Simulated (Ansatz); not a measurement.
# Al (P6_3/mmc) in Ansatz: further runs, part 2 of 2

Ansatz 0.2.0. Earlier steps stand in the parts before.

## 3. Single point, LDA, 14.94 Å³/atom (volume scaled by 0.94)

File input.yaml:

```yaml
crystal:
  lattice:
    - [2.7693653812, 0.0, 0.0]
    - [-1.3846826906, 2.3983407724, 0.0]
    - [0.0, 0.0, 8.9984712061]
  atoms:
    - { symbol: Al, position: [0.6666666667, 0.3333333333, 0.75] }
    - { symbol: Al, position: [0.0, 0.0, 0.5] }
    - { symbol: Al, position: [0.3333333333, 0.6666666667, 0.25] }
    - { symbol: Al, position: [0.0, 0.0, 0.0] }
hamiltonian:
  xc: lda
  pseudopotentials: { kind: paw }
kpoints:
  mp_grid: { grid: [11, 11, 3] }
scf:
  occupations: { method: fermi_dirac, width: 0.05 }
output:
  forces: true
  stress: true
  eigenvalues: true
```

Potentials or basis: Ansatz PAW.

On the command line:

```
$ ansatz run input.yaml --threads 2 --pin off --max-ram 5632MiB --backend cpu --events-out ev --progress --plain --runs-dir out
```

Log:

```text
Warning: RAYON_NUM_THREADS=2 ignored (pool sized by the plan → 2); use --threads N
Engine: ansatz 0.2.0, x86_64-unknown-linux-gnu
Pseudopotentials: kind: paw
Pseudopotential: Al, paw, valence charge 3, recommended cutoff 420 eV (normal), Al.paw.azcp
Functional definition: SPW92
  exchange = slater_x
  correlation = pw_c
Crystal: 4 atoms, lattice volume = 59.767 Å³
Basis set: ecut = 420 eV, 1171 PW (Γ)
Bands: 10, of which v1, the nominal top of the filled ones, is band 6 counted from 1 (5 counted from 0)
Symmetry: 24 space group operations
Space group: P63/mmc (ITA 194), of the structure as read, at distance tolerance 3.9e-5 Å
k-points: 32 of 363
Non-local potential: Al, projectors of the file, l = 0: 2, l = 1: 2, l = 2: 1
PAW form: soft (Blöchl's): semilocal exchange-correlation on the pseudo side does not see the compensation charge
PAW frozen core: Al, regenerated for the run's functional, and the local potential with it (the file was generated under x = pbe(κ = 0.804, μ = 0.2195149727645171), c = pbe(β = 0.06672455060314922))
PAW one-centre angular grid: Al, 110 points (default); XC on 64 Gauss nodes
Initial density: superposition of atomic densities (neutral atoms: chi_scale 0, normalization atom), corrected by the library's trained network
Initial wavefunctions: pseudopotential atomic-orbital guess
Functional: x = slater, c = lda
SCF iter   1: F=—  HF=-2051.440163 eV  |F-HF|=—  |Δ(HF+E_count)|=         —  Δρ=4.21e-3  dr2=1.09e-2  ethr=1.77e-3  ⟨swp⟩=7.8  Hψ=2859  notcnv=0
preconditioner: auto → none  [metal: Δε(μ)=0.003 eV  Ē_g=7.781 eV  σ=0.050 eV  W_gap=0.01  n_scr=4 (ndim 8)  ℏωp=16.6 eV  f_vac=0.000  D(μ)=1.66/eV (n_scr^D=6)  sad-step TF]
SCF iter   2: F=—  HF=-2051.437472 eV  |F-HF|=—  |Δ(HF+E_count)|=   2.69e-3  Δρ=2.59e-3  dr2=4.29e-3  ethr=9.12e-5  ⟨swp⟩=1.2  Hψ=581  notcnv=0
SCF iter   3: F=—  HF=-2051.435684 eV  |F-HF|=—  |Δ(HF+E_count)|=   1.79e-3  Δρ=2.04e-4  dr2=3.04e-5  ethr=3.57e-5  ⟨swp⟩=2.0  Hψ=505  notcnv=0
SCF iter   4: F=—  HF=-2051.435676 eV  |F-HF|=—  |Δ(HF+E_count)|=   8.83e-6  Δρ=6.20e-5  dr2=9.17e-6  ethr=2.53e-7  ⟨swp⟩=2.3  Hψ=476  notcnv=0
SCF iter   5: F=—  HF=-2051.435673 eV  |F-HF|=—  |Δ(HF+E_count)|=   2.25e-6  Δρ=2.39e-5  dr2=1.29e-6  ethr=7.64e-8  ⟨swp⟩=2.0  Hψ=457  notcnv=0
SCF iter   6: F=-2051.435673 eV  HF=-2051.435673 eV  |F-HF|=5.14e-8  |Δ(HF+E_count)|=   3.36e-7  Δρ=5.47e-6  dr2=6.22e-8  ethr=8.33e-10  ⟨swp⟩=3.7  Hψ=1374  notcnv=0
SCF 1 converged in 6 iterations: F = -2051.435673 eV  dr2 = 6.22e-8
SCF converged after 6 iterations
Free energy (F): -2051.435673 eV
Harris-Foulkes:  -2051.435673 eV  (|F-HF|=5.14e-8)
Internal energy: -2051.422663 eV  (E = F + TS)
E sigma→0 (E₀):  -2051.429168 eV
Entropy (-TS):   -0.013010 eV (-3.252 meV/atom)
Fermi energy:    8.821432 eV
--- Per-component energies (eV) ---
  E_band       = 49.403654
  E_kinetic    = 97.530743
  E_local      = 43.219669  (includes V_loc(G=0)·N_el)
  E_nonlocal   = 44.880265
  E_hartree    = 0.471139
  E_xc         = -160.061763
  E_vxc        = -120.588243  (∫ρ·V_xc dr)
  E_paw        = -1773.746431  (= ΣΔE_a)
  E_vpaw       = -16.581095  (= ΣTr[D̂ρ^β])
  E_aug_tail   = -0.000015  (compensation charges beyond the density's cutoff)
  E_ewald      = -303.939136
  E_core_change = 0.222866  (= ΣΔE_core)
  E_smearing   = -0.013010  (= −TS)
  E_closure    = -0.000000  (closes the sum)
  Σ components = -2051.435673   (vs F -2051.435673, Δ=0.00e0)
--- Forces (eV/Å), atoms counted from 1 ---
  atom   1  Al     0.00000000    -0.00000000     0.00000000
  atom   2  Al     0.00000000     0.00000000     0.00000000
  atom   3  Al     0.00000000     0.00000000     0.00000000
  atom   4  Al     0.00000000     0.00000000     0.00000000
  max |Σ_I F_I| component: 4.63e-18 eV/Å
--- Stress (GPa, compression-positive) ---
        5.009822       0.000000       0.000000
        0.000000       5.009822       0.000000
        0.000000       0.000000       7.245169
  P = ⅓ Tr σ = 5.7549 GPa (57.549 kbar)
--- Band table (eV; the first three rows and the last of 32) ---
  k-point 0: bands = ["-2.9948", "-1.1849", "-1.1848", "3.8925", "4.3298", "12.5144", "12.5296", "20.0263", "20.0263", "20.1145"]
  k-point 1: bands = ["-2.7923", "-2.1871", "0.2051", "1.9686", "6.6022", "9.4081", "15.8894", "19.3394", "20.1733", "20.1733"]
  k-point 2: bands = ["-2.7829", "-0.9761", "-0.9759", "4.0865", "4.5350", "12.6703", "12.6973", "16.9872", "18.3102", "18.3766"]
  k-point 31: bands = ["4.7524", "4.8142", "5.2868", "5.3574", "6.8976", "7.0976", "7.6674", "8.1745", "9.2371", "9.6434"]
```

It took 0.73 s on 2 threads of AMD EPYC 7R13 (Zen 3), shared host; peak memory 0.33 GiB.

What came out:

| Quantity | Value |
| --- | --- |
| Free energy | -2051.4357 eV |
| Pressure | 5.8 GPa |
| Band gap on the k mesh | none (metal or under the smearing width) |

Caveat: the PAW data sets come from PBE, with cores solved anew for the run's functional, which leaves a small shift of forces and pressure.

## 4. Single point, LDA, 15.26 Å³/atom (volume scaled by 0.96)

Changes to input.yaml since step 3:

```diff
@@ -2,5 +2,5 @@
   lattice:
-    - [2.7693653812, 0.0, 0.0]
-    - [-1.3846826906, 2.3983407724, 0.0]
-    - [0.0, 0.0, 8.9984712061]
+    - [2.7888685969, 0.0, 0.0]
+    - [-1.3944342984, 2.4152310527, 0.0]
+    - [0.0, 0.0, 9.0618428096]
   atoms:
```

On the command line:

```
$ ansatz run input.yaml --threads 2 --pin off --max-ram 5632MiB --backend cpu --events-out ev --progress --plain --runs-dir out
```

It took 0.66 s on 2 threads of AMD EPYC 7R13 (Zen 3), shared host; peak memory 0.34 GiB.

The run converged. Its results:

| Item | Value |
| --- | --- |
| Free energy | -2051.4727 eV |
| Pressure | 3.6 GPa |
| Band gap on the k mesh | none (metal or under the smearing width) |

Caveat: the PAW data sets come from PBE, with cores solved anew for the run's functional, which leaves a small shift of forces and pressure.

## 5. Single point, LDA, 15.58 Å³/atom (volume scaled by 0.98)

Changes to input.yaml since step 4:

```diff
@@ -2,5 +2,5 @@
   lattice:
-    - [2.7888685969, 0.0, 0.0]
-    - [-1.3944342984, 2.4152310527, 0.0]
-    - [0.0, 0.0, 9.0618428096]
+    - [2.8081027812, 0.0, 0.0]
+    - [-1.4040513906, 2.4318883449, 0.0]
+    - [0.0, 0.0, 9.1243402522]
   atoms:
```

On the command line:

```
$ ansatz run input.yaml --threads 2 --pin off --max-ram 5632MiB --backend cpu --events-out ev --progress --plain --runs-dir out
```

Run time: 0.72 s. Hardware: 2 threads of AMD EPYC 7R13 (Zen 3), shared host; peak memory 0.34 GiB.

Results (log left out):

```yaml
Free_energy: -2051.4937 eV
Pressure: 1.7 GPa
Band_gap_on_the_k_mesh: none (metal or under the smearing width)
```

Caveat: the PAW data sets come from PBE, with cores solved anew for the run's functional, which leaves a small shift of forces and pressure.

## 6. Single point, LDA, 15.90 Å³/atom

Changes to input.yaml since step 5:

```diff
@@ -2,5 +2,5 @@
   lattice:
-    - [2.8081027812, 0.0, 0.0]
-    - [-1.4040513906, 2.4318883449, 0.0]
-    - [0.0, 0.0, 9.1243402522]
+    - [2.8270770242, 0.0, 0.0]
+    - [-1.4135385121, 2.4483205214, 0.0]
+    - [0.0, 0.0, 9.18599307]
   atoms:
```

Potentials or basis: Ansatz PAW.

On the command line:

```
$ ansatz run input.yaml --threads 2 --pin off --max-ram 5632MiB --backend cpu --events-out ev --progress --plain --runs-dir out
```

It took 0.77 s on 2 threads of AMD EPYC 7R13 (Zen 3), shared host; peak memory 0.34 GiB.

The run converged. Its results:

* Free energy: -2051.5004 eV
* Pressure: 0.0 GPa
* Band gap on the k mesh: none (metal or under the smearing width)

Caveat: the PAW data sets come from PBE, with cores solved anew for the run's functional, which leaves a small shift of forces and pressure.

## 7. Single point, LDA, 16.21 Å³/atom (volume scaled by 1.02)

Changes to input.yaml since step 6:

```diff
@@ -2,5 +2,5 @@
   lattice:
-    - [2.8270770242, 0.0, 0.0]
-    - [-1.4135385121, 2.4483205214, 0.0]
-    - [0.0, 0.0, 9.18599307]
+    - [2.8457999342, 0.0, 0.0]
+    - [-1.4228999671, 2.4645350371, 0.0]
+    - [0.0, 0.0, 9.2468292341]
   atoms:
@@ -21 +21,5 @@
   eigenvalues: true
+  write_density: true
+  write_potential: true
+  elf: true
+  volumetric_format: npy
```

On the command line:

```
$ ansatz run input.yaml --threads 2 --pin off --max-ram 5632MiB --backend cpu --events-out ev --progress --plain --runs-dir out
```

It took 1 s on 2 threads of AMD EPYC 7R13 (Zen 3), shared host; peak memory 0.35 GiB.

It converged, with:

* Free energy: -2051.4940 eV
* Pressure: -1.6 GPa
* Band gap on the k mesh: none (metal or under the smearing width)

Caveat: the PAW data sets come from PBE, with cores solved anew for the run's functional, which leaves a small shift of forces and pressure.

## 8. Single point, LDA, 16.53 Å³/atom (volume scaled by 1.04)

Changes to input.yaml since step 7:

```diff
@@ -2,5 +2,5 @@
   lattice:
-    - [2.8457999342, 0.0, 0.0]
-    - [-1.4228999671, 2.4645350371, 0.0]
-    - [0.0, 0.0, 9.2468292341]
+    - [2.8642796724, 0.0, 0.0]
+    - [-1.4321398362, 2.4805389598, 0.0]
+    - [0.0, 0.0, 9.3068752623]
   atoms:
```

On the command line:

```
$ ansatz run input.yaml --threads 2 --pin off --max-ram 5632MiB --backend cpu --events-out ev --progress --plain --runs-dir out
```

Wall time 1 s (2 threads of AMD EPYC 7R13 (Zen 3), shared host); peak memory 0.33 GiB.

The run converged. Its results:

```
Free energy            : -2051.4761 eV
Pressure               : -3.0 GPa
Band gap on the k mesh : none (metal or under the smearing width)
```

Caveat: the PAW data sets come from PBE, with cores solved anew for the run's functional, which leaves a small shift of forces and pressure.

## 9. Single point, LDA, 16.85 Å³/atom (volume scaled by 1.06)

Changes to input.yaml since step 8:

```diff
@@ -2,5 +2,5 @@
   lattice:
-    - [2.8642796724, 0.0, 0.0]
-    - [-1.4321398362, 2.4805389598, 0.0]
-    - [0.0, 0.0, 9.3068752623]
+    - [2.8825239838, 0.0, 0.0]
+    - [-1.4412619919, 2.496338997, 0.0]
+    - [0.0, 0.0, 9.3661563209]
   atoms:
```

Potentials or basis: Ansatz PAW.

On the command line:

```
$ ansatz run input.yaml --threads 2 --pin off --max-ram 5632MiB --backend cpu --events-out ev --progress --plain --runs-dir out
```

Run time: 1.1 s. Hardware: 2 threads of AMD EPYC 7R13 (Zen 3), shared host; peak memory 0.36 GiB.

The run converged. Its results:

```yaml
Free_energy: -2051.4475 eV
Pressure: -4.2 GPa
Band_gap_on_the_k_mesh: none (metal or under the smearing width)
```

Caveat: the PAW data sets come from PBE, with cores solved anew for the run's functional, which leaves a small shift of forces and pressure.

## 10. Equation of state, LDA

Potentials or basis: Ansatz PAW.

No new run: the results of the series are fitted here.

Results:

```
Equilibrium volume                        : 15.89 Å³/atom
Bulk modulus at fixed shape and positions : 82 GPa
Pressure derivative of the bulk modulus   : 4.2
```

Energy against volume, from the lowest point:
```tsv
volume (Å³/atom)	energy (meV/atom)
14.942	16.17
15.260	6.91
15.578	1.66
15.895	0.00
16.213	1.58
16.531	6.07
16.849	13.21
```

Caveat: the cell was scaled at fixed shape and fractional positions, which overstates the stiffness of a crystal with free parameters, most of all of layers and chains.
